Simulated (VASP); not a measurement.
# Si (Fd-3m) in VASP: a series of runs

The runs below take Si through single point, with LDA.

All numbers are computed with VASP 6.6.1; they aren't measurements. Logs are shortened: lines on timing, memory, paths and dates and some standing lists are left out, and cuts for length are marked.

## Step 1: The undisturbed crystal

The structure is cubic, space group Fd-3m (No. 227). Conventional cell: a = 5.444 Å, b = 5.444 Å, c = 5.444 Å, α = 90.00°, β = 90.00°, γ = 90.00°. Around Si (site symmetry -43m) lie 4 Si at 2.36 Å.

## Step 2: Single point, LDA (grid = ENCUT=350 dk=0.45 cell=2x2x1 ISMEAR=0 SIGMA=0.05 LREAL=Auto EDIFF=1e-06)

INCAR reads:

```
SYSTEM = Si
PREC = Accurate
ENCUT = 350
EDIFF = 1E-6
ISMEAR = 0
SIGMA = 0.05
LREAL = Auto
LASPH = .TRUE.
NELM = 120
ALGO = Fast
ISIF = 2
LWAVE = .FALSE.
LCHARG = .FALSE.
NBANDS = 22
```

KPOINTS reads:

```
Automatic mesh
0
G
  5 5 5
  0 0 0
```

POSCAR reads:

```
Si
1.0
    0.0000000000      5.4437023730      5.4437023730
    5.4437023730      0.0000000000      5.4437023730
    2.7218511865      2.7218511865      0.0000000000
Si
7
Direct
    0.2500000000      0.7500000000      0.5000000000
    0.7500000000      0.2500000000      0.5000000000
    0.7500000000      0.7500000000      0.5000000000
    0.3750000000      0.3750000000      0.7500000000
    0.3750000000      0.8750000000      0.7500000000
    0.8750000000      0.3750000000      0.7500000000
    0.8750000000      0.8750000000      0.7500000000
```

Potentials or basis: VASP PAW LDA potentials, release 64 (Si).

Command:

```
$ cat potpaw_LDA.64/Si/POTCAR > POTCAR
$ mpirun -np 1 vasp_std > vasp.out
```

OUTCAR:

```text
SYSTEM = Si
   PREC = Accurate
   ENCUT = 350
   EDIFF = 1E-6
   ISMEAR = 0
   LREAL = Auto
   LASPH = .TRUE.
   NELM = 120
   ISIF = 2

 Found     27 irreducible k-points:

 Following reciprocal coordinates:
            Coordinates               Weight
  0.000000  0.000000  0.000000      1.000000
  0.200000  0.000000  0.000000      4.000000
  0.400000  0.000000  0.000000      4.000000
  0.200000  0.200000  0.000000      2.000000
  0.400000  0.200000  0.000000      4.000000
 -0.400000  0.200000  0.000000      4.000000
   k-points           NKPTS =     27   k-points in BZ     NKDIM =     27   number of bands    NBANDS=     22
   number of dos      NEDOS =    301   number of ions     NIONS =      7
   total plane-waves  NPLWV =  55296
   dimension x,y,z NGX =    48 NGY =   48 NGZ =   24
   dimension x,y,z NGXF=    96 NGYF=   96 NGZF=   48
   ions per type =               7
   NGX,Y,Z   is equivalent  to a cutoff of  10.37, 10.37, 10.37 a.u.
   NGXF,Y,Z  is equivalent  to a cutoff of  20.73, 20.73, 20.73 a.u.
 SYSTEM =  Si
   PREC   = accura    normal or accurate (medium, high low for compatibility)
   ISTART =      0    job   : 0-new  1-cont  2-samecut
   ICHARG =      2    charge: 1-file 2-atom 10-const
   ISPIN  =      1    spin polarized calculation?
   LNONCOLLINEAR =      F non collinear calculations
   LSORBIT =      F    spin-orbit coupling
   LASPH  =      T    aspherical Exc in radial PAW
   ENCUT  =  350.0 eV  25.72 Ry    5.07 a.u.  11.74 11.74  5.87*2*pi/ulx,y,z
   NELM   =    120;   NELMIN=  2; NELMDL= -5     # of ELM steps
   EDIFF  = 0.1E-05   stopping-criterion for ELM
   LREAL  =      T    real-space projection
   EDIFFG = 0.1E-04   stopping-criterion for IOM
   NSW    =      0    number of steps for IOM
   IBRION =     -1    ionic relax: 0-MD 1-quasi-New 2-CG
   NFREE  =      0    steps in history (QN), initial steepest desc. (CG)
   ISIF   =      2    stress and relaxation
   ISYM   =      2    0-nonsym 1-usesym 2-fastsym
   POTIM  = 0.5000    time-step for ionic-motion
   TEBEG  =    0.0;   TEEND  =   0.0 temperature during run
   PSTRESS=    0.0 pullay stress
   NELECT =      28.0000    total number of electrons
   NUPDOWN=      -1.0000    fix difference up-down
   EMIN   =  10.00;   EMAX   =-10.00  energy-range for DOS
   EFERMI =   0.00;   METHOD = LEGACY
   ISMEAR =     0;   SIGMA  =   0.05  broadening in eV -4-tet -1-fermi 0-gaus
   EFERMI_NEDOS =   21; number of points for ismear=-14 and -15
   IALGO  =     68    algorithm
   IMIX   =      4    mixing-type and parameters
     AMIX     =   0.40;   BMIX     =  1.00
     AMIX_MAG =   1.60;   BMIX_MAG =  1.00
  volume/ion in A,a.u.               =      23.05       155.52
  Fermi-wavevector in a.u.,A,eV,Ry     =   0.913201  1.725700 11.346394  0.833936
  Thomas-Fermi vector in A             =   2.037685
   LORBIT       =      0    0 simple, 1 ext, 2 COOP (PROOUT), +10 PAW based schemes
   GGA     = CA    functional components
   LHFCALC =     F    Hartree Fock is set to
   AEXX    =    0.0000 exact exchange contribution
   IVDW    =     0    specifies the selected vdW correction
   LEPSILON=     F    determine dielectric tensor
   LRPA    =     F    only Hartree local field effects (RPA)
 non-spin polarized calculation
 RMM-DIIS sequential band-by-band and
 Gauss-broadening in eV      SIGMA  =   0.05
  energy-cutoff  :      350.00
  volume of cell :      161.32
 maximum number of plane-waves:      2417
   NGX = 23   NGY = 23   NGZ = 11

 number of electron      27.9999995 magnetization

 Free energy of the ion-electron system (eV)
  ---------------------------------------------------
  ext. energy  EPLUGINS =         0.00000000
  ---------------------------------------------------
  free energy    TOTEN  =       -38.56051466 eV

  energy without entropy =      -38.55947926  energy(sigma->0) =      -38.55999696

 E-fermi :   4.3814     XC(G=0):  -9.0914

 val. band max:        4.3085396835   @ k =   0.4000   0.2000   0.4000
 cond. band min:       4.4005068648   @ k =   0.0000   0.0000   0.2000
 fundamental gap:      0.0919671813
 Fermi energy:         4.3814138859

 k-point     1 :       0.0000    0.0000    0.0000
  band No.  band energies     occupation
      1      -7.0802      2.00000
      2      -5.0681      2.00000
      3      -4.3521      2.00000
      4      -3.1177      2.00000
      5      -2.3803      2.00000
      6      -1.9927      2.00000
      7       0.7449      2.00000
      8       1.9211      2.00000
      9       2.1479      2.00000
     10       3.2606      2.00000
     11       3.6102      2.00000
     12       3.7481      2.00000
     13       3.9364      2.00000
     14       5.3755      0.00000
     15       5.6197      0.00000
     16       6.0123      0.00000
     17       6.1994      0.00000
     18       6.2633      0.00000
     19       6.6029      0.00000
     20       6.7695      0.00000
     21       7.3504      0.00000
     22       7.4963      0.00000

 k-point     2 :       0.2000    0.0000    0.0000
  band No.  band energies     occupation
      1      -6.9729      2.00000
      2      -5.3227      2.00000
      3      -4.5267      2.00000
      4      -3.1016      2.00000
      5      -2.0968      2.00000
      6      -1.6092      2.00000
      7       0.9955      2.00000
      8       1.7611      2.00000
      9       2.0054      2.00000
     10       2.7959      2.00000
     11       3.1632      2.00000
     12       3.6856      2.00000
     13       3.8250      2.00000
     14       5.2280      0.00000
     15       5.4903      0.00000
     16       5.9962      0.00000
     17       6.3098      0.00000
     18       6.5023      0.00000
     19       6.5147      0.00000
     20       7.0470      0.00000
     21       7.6125      0.00000
     22       7.7388      0.00000

 k-point     3 :       0.4000    0.0000    0.0000
  band No.  band energies     occupation
      1      -6.7034      2.00000
      2      -5.8445      2.00000
      3      -4.6209      2.00000
      4      -3.2053      2.00000
      5      -1.6906      2.00000
      6      -0.6212      2.00000
      7       0.8287      2.00000
      8       1.4500      2.00000
      9       2.0581      2.00000
     10       2.2051      2.00000
     11       2.9001      2.00000
     12       3.6923      2.00000
     13       3.7173      2.00000
     14       3.8950      2.00000
     15       5.7527      0.00000
     16       5.8755      0.00000
     17       6.3583      0.00000
     18       6.3968      0.00000
     19       6.6055      0.00000
     20       7.9225      0.00000
     21       7.9945      0.00000
     22       8.3350      0.00000

 k-point     4 :       0.2000    0.2000    0.0000
  band No.  band energies     occupation
      1      -6.9300      2.00000
      2      -5.1512      2.00000
      3      -4.9095      2.00000
      4      -3.1731      2.00000
      5      -1.7615      2.00000
      6      -1.6514      2.00000
      7       1.2430      2.00000
      8       2.0515      2.00000
      9       2.1127      2.00000
     10       2.8170      2.00000
     11       2.9077      2.00000
     12       3.2254      2.00000
     13       3.6262      2.00000
     14       5.2528      0.00000
     15       5.5687      0.00000
     16       5.6037      0.00000
     17       6.0867      0.00000
     18       6.4101      0.00000
     19       6.6790      0.00000
     20       7.2217      0.00000
     21       7.8175      0.00000
     22       7.8488      0.00000

 k-point     5 :       0.4000    0.2000    0.0000
  band No.  band energies     occupation
      1      -6.6931      2.00000
      2      -5.6688      2.00000
      3      -4.9542      2.00000
      4      -3.1909      2.00000
      5      -1.6118      2.00000
      6      -0.6569      2.00000
      7       1.3176      2.00000
      8       1.5783      2.00000
      9       2.1653      2.00000
     10       2.2410      2.00000
     11       2.9029      2.00000
     12       3.0011      2.00000
     13       3.4987      2.00000
     14       4.2796      1.99603
     15       5.3060      0.00000
     16       5.8352      0.00000
     17       6.3115      0.00000
     18       6.6284      0.00000
     19       6.7819      0.00000
     20       7.3048      0.00000
     21       7.9535      0.00000
     22       8.2857      0.00000

 k-point     6 :      -0.4000    0.2000    0.0000
  band No.  band energies     occupation
      1      -6.5249      2.00000
      2      -5.9891      2.00000
      3      -4.9223      2.00000
      4      -2.9934      2.00000
      5      -1.6334      2.00000
      6      -0.0786      2.00000
      7       0.4586      2.00000
      8       1.5416      2.00000
      9       2.2984      2.00000
     10       2.3375      2.00000
     11       2.8145      2.00000
     12       2.9217      2.00000
     13       3.5611      2.00000
     14       3.8409      2.00000
     15       5.0981      0.00000
     16       5.9863      0.00000
     17       6.3577      0.00000
     18       6.6488      0.00000
     19       7.0457      0.00000
     20       7.9618      0.00000
     21       8.2076      0.00000
     22       8.7573      0.00000

 [... further k-points ...]

------------------------ aborting loop because EDIFF is reached ----------------------------------------

  FORCE on cell =-STRESS in cart. coord.  units (eV):
  Direction    XX          YY          ZZ          XY          YZ          ZX
  --------------------------------------------------------------------------------------
  -------------------------------------------------------------------------------------
  Total       -4.5765727     -4.5765727     -4.4311480      0.7814899      0.0000000      0.0000000
  in kB      -45.4535519    -45.4535519    -44.0092246      7.7615928      0.0000000      0.0000000
  external PRESSURE =     -44.9721094 kB  Pullay stress =       0.0000000 kB

 VOLUME and BASIS-vectors are now :
 -----------------------------------------------------------------------------
  energy-cutoff  :      350.00
  volume of cell :      161.32
      direct lattice vectors                 reciprocal lattice vectors
     0.000000000  5.443702373  5.443702373    -0.091849254  0.091849254  0.091849254
     5.443702373  0.000000000  5.443702373     0.091849254 -0.091849254  0.091849254
     2.721851186  2.721851186  0.000000000     0.183698507  0.183698507 -0.183698507

 POSITION                                       TOTAL-FORCE (eV/Angst)
 -----------------------------------------------------------------------------------
      5.44370      2.72185      5.44370         0.054166     -0.054166      0.268811
      2.72185      5.44370      5.44370        -0.054166      0.054166      0.268811
      5.44370      5.44370      8.16555         0.000000      0.000000      0.137904
      4.08278      4.08278      4.08278         0.000000      0.000000     -0.559029
      6.80463      4.08278      6.80463         0.025373     -0.025373     -0.042415
      4.08278      6.80463      6.80463        -0.025373      0.025373     -0.042415
      6.80463      6.80463      9.52648         0.000000      0.000000     -0.031667
 -----------------------------------------------------------------------------------
    total drift:                                0.000001      0.000001      0.000023

  FREE ENERGIE OF THE ION-ELECTRON SYSTEM (eV)
  ---------------------------------------------------
  free  energy   TOTEN  =       -38.5605146552 eV

  energy  without entropy=      -38.5594792564  energy(sigma->0) =      -38.55999696
```

It took 62 s on 1 thread of Intel Xeon Platinum 8259CL at 2.50GHz (Skylake/Cascade Lake), shared host; peak memory 0.19 GiB.

The run converged, but some of its settings lie outside the range that counts as converged, so its numbers aren't taken as properties of the crystal.

Results:

| Item | Value |
| --- | --- |
| Free energy | -38.5605 eV |
| Pressure | -4.5 GPa |
| Largest force | 0.559 eV/Å |
| Band gap on the k mesh | none (metal or under the smearing width) |

Caveat: the k mesh is coarse (spacing up to 0.40 Å⁻¹), so the values aren't converged.

## Step 3: Single point, LDA (grid = ENCUT=400 dk=0.45 cell=2x2x1 ISMEAR=0 SIGMA=0.05 LREAL=Auto EDIFF=1e-06)

Edit INCAR of step 2 so:

```diff
@@ -2,3 +2,3 @@
 PREC = Accurate
-ENCUT = 350
+ENCUT = 400
 EDIFF = 1E-6
```

KPOINTS is that of step 2.

POSCAR is that of step 2.

Potentials or basis: VASP PAW LDA potentials, release 64 (Si).

Command:

```
$ cat potpaw_LDA.64/Si/POTCAR > POTCAR
$ mpirun -np 1 vasp_std > vasp.out
```

It took 90 s on 1 thread of Intel Xeon Platinum 8259CL at 2.50GHz (Skylake/Cascade Lake), shared host; peak memory 0.2 GiB.

These settings aren't checked as converged: the numbers below hold their error.

What came out:

```
Free energy            : -38.5675 eV
Pressure               : -4.5 GPa
Largest force          : 0.559 eV/Å
Band gap on the k mesh : none (metal or under the smearing width)
```

Caveat: the k mesh is coarse (spacing up to 0.40 Å⁻¹), so the values aren't converged.
